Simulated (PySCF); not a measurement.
## Spin–spin coupling constants

Molfile (atoms numbered from 1):
```
C4H10O
     RDKit          3D

 15 14  0  0  0  0  0  0  0  0999 V2000
    2.0743    0.0124   -0.1646 C   0  0  0  0  0  0  0  0  0  0  0  0
    0.6416    0.4466   -0.4484 C   0  0  0  0  0  0  0  0  0  0  0  0
   -0.3597   -0.6511   -0.0895 C   0  0  0  0  0  0  0  0  0  0  0  0
   -1.8028   -0.2742   -0.4334 C   0  0  0  0  0  0  0  0  0  0  0  0
   -2.3272    0.7428    0.3861 O   0  0  0  0  0  0  0  0  0  0  0  0
    2.1960   -0.2332    0.8880 H   0  0  0  0  0  0  0  0  0  0  0  0
    2.3298   -0.8660   -0.7528 H   0  0  0  0  0  0  0  0  0  0  0  0
    2.7724    0.8081   -0.4137 H   0  0  0  0  0  0  0  0  0  0  0  0
    0.4268    1.3493    0.1301 H   0  0  0  0  0  0  0  0  0  0  0  0
    0.5405    0.6953   -1.5082 H   0  0  0  0  0  0  0  0  0  0  0  0
   -0.1062   -1.5623   -0.6344 H   0  0  0  0  0  0  0  0  0  0  0  0
   -0.2991   -0.8662    0.9793 H   0  0  0  0  0  0  0  0  0  0  0  0
   -2.4588   -1.1337   -0.2758 H   0  0  0  0  0  0  0  0  0  0  0  0
   -1.8645    0.0176   -1.4930 H   0  0  0  0  0  0  0  0  0  0  0  0
   -1.7675    1.5226    0.3029 H   0  0  0  0  0  0  0  0  0  0  0  0
  1  2  1  0
  2  3  1  0
  3  4  1  0
  4  5  1  0
  1  6  1  0
  1  7  1  0
  1  8  1  0
  2  9  1  0
  2 10  1  0
  3 11  1  0
  3 12  1  0
  4 13  1  0
  4 14  1  0
  5 15  1  0
M  END
```

Indirect spin–spin couplings were computed at B3LYP/pcJ-1 (without the spin–dipole term) (PySCF 2.14) on a GFN2-xTB structure, for the isolated molecule, without vibrational or relativistic corrections. Couplings are averaged over pairs made equivalent by symmetry, fast rotation or ring inversion, so a value needn't be that of the named pair in this geometry, while other rotamers aren't included; one pair stands for each set, and the list holds a selection of those of at least 0.8 Hz over up to four bonds, among pairs with at least one C or H atom (others weren't computed).

Isotopes: $^{13}$C, $^{1}$H, $^{17}$O. Couplings to quadrupolar nuclei such as 17O and 33S are rarely resolved in practice.

```
    pair  bonds  J (Hz)
  C1, C2      1    34.3
  C1, H6      1   131.8
  C2, C3      1    34.8
  C2, H9      1   130.4
  C3, C4      1       ?
 C3, H11      1   132.5
  C4, O5      1       ?
 C4, H13      1   145.5
 O5, H15      1       ?
  C1, H9      2    -3.7
  C2, C4      2       ?
  C2, H6      2    -3.7
 C4, H11      2    -2.8
 C4, H15      2    -2.7
 O5, H13      2    -8.8
  H6, H7      2       ?
 H9, H10      2   -11.8
H11, H12      2       ?
H13, H14      2   -11.7
  C1, C4      3     6.0
 C1, H11      3     2.9
 C3, H15      3       ?
 O5, H11      3    -2.8
  H6, H9      3     7.6
 H9, H11      3    13.9
 H9, H12      3       ?
```

Estimate the withheld couplings, with signs.

Results:


- $^{1}J$(C3,C4) = 35.0 Hz (bond length 1.531 Å)
- $^{1}J$(C4,O5) = 20.6 Hz (bond length 1.407 Å)
- $^{1}J$(O5,H15) = -70.3 Hz (bond length 0.963 Å)
- $^{2}J$(C2,C4) = -1.0 Hz (angle at C3 113°)
- $^{2}J$(H6,H7) = -13.3 Hz
- $^{2}J$(H11,H12) = -13.7 Hz (angle at C3 108°)
- $^{3}J$(C3,H15) = 1.0 Hz (dihedral angle 58°)
- $^{3}J$(H9,H12) = 4.0 Hz (dihedral angle 59°)
